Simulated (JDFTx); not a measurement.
Crystal: Ti.

```
Ti
1.0
     4.56737    0.00000    0.00000
    -2.28369    3.95546    0.00000
     0.00000    0.00000    2.82624
Ti
3
Direct
  0.66667 0.33333 0.50000
  0.33333 0.66667 0.50000
  0.00000 0.00000 0.00000
```

This isn't the form of Ti at room conditions, which is hcp.

| Quantity | Value |
| --- | --- |
| Program | JDFTx 1.7.0 (patched build) |
| Task | single point |
| Functional | PBE |
| Potentials or basis | PseudoDojo-SR-PBE-0.5-standard |
| Cutoff | 1143 eV |
| Density cutoff | 9143 eV |
| k mesh | 7 × 7 × 9 |
| Occupations | fermi-dirac, width 0.05 eV |
| Spin | no spin polarisation |

On this cell: pressure 0.9 GPa; largest force under 0.003 eV/Å; band gap on the k mesh none (metal or under the smearing width).

The same run follows on a disturbed copy (atoms moved at random, drawn with an rms of 0.05 Å):

```
Ti
1.0
     4.56737    0.00000    0.00000
    -2.28369    3.95546    0.00000
     0.00000    0.00000    2.82624
Ti
3
Cartesian
  2.2844 1.3199 1.4254
  0.0190 2.6552 1.3569
  0.0164 0.0211 0.0092
```

Q: What does the disturbed cell give?

A: The energy (extrapolated to zero smearing) moves by +2.6 meV/atom; pressure 0.9 GPa; largest force 0.207 eV/Å; band gap on the k mesh none (metal or under the smearing width).

Forces in eV/Å, atoms in the order of the input:
```
Ti   0.068  0.071 -0.021
Ti  -0.048 -0.040  0.198
Ti  -0.020 -0.031 -0.177
```

Stress tensor (GPa, compression positive):
```
0.98 0.02 0.00
0.02 0.96 0.01
0.00 0.01 0.90
```

Caveats: the empty levels aren't tightly converged (some runs).
